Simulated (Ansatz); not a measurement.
Crystal: TiC.

```xyz
2
Lattice="3.0421 0.0000 0.0000 -1.5210 2.6345 0.0000 0.0000 0.0000 2.6980" Properties=species:S:1:pos:R:3 pbc="T T T"
Ti    0.0000    0.0000    1.3490
C     0.0000    1.7564    0.0000
```

The cell was built by a generator and needn't be a form met in nature.

Base run:

| Property | Result |
| --- | --- |
| Program | Ansatz 0.2.0 |
| Functional | LDA |
| Potentials or basis | Ansatz PAW |
| Cutoff | 420 eV (not typed: the program's choice for these potentials) |
| k mesh | 10 × 10 × 10 |
| Occupations | fermi-dirac, width 0.05 eV |
| Spin | no spin polarisation |

Its results: band gap on the k mesh none (metal or under the smearing width); pressure -11.5 GPa.

The run is repeated on the same cell with these changes: functional from LDA to PBE. What comes out?

Band gap on the k mesh none (metal or under the smearing width); pressure 0.1 GPa.

PBE binds less tightly than LDA, so the same cell stands under more pressure.

Caveats: the PAW data sets come from PBE, with cores solved anew for the run's functional, which leaves a small shift of forces and pressure (some runs).
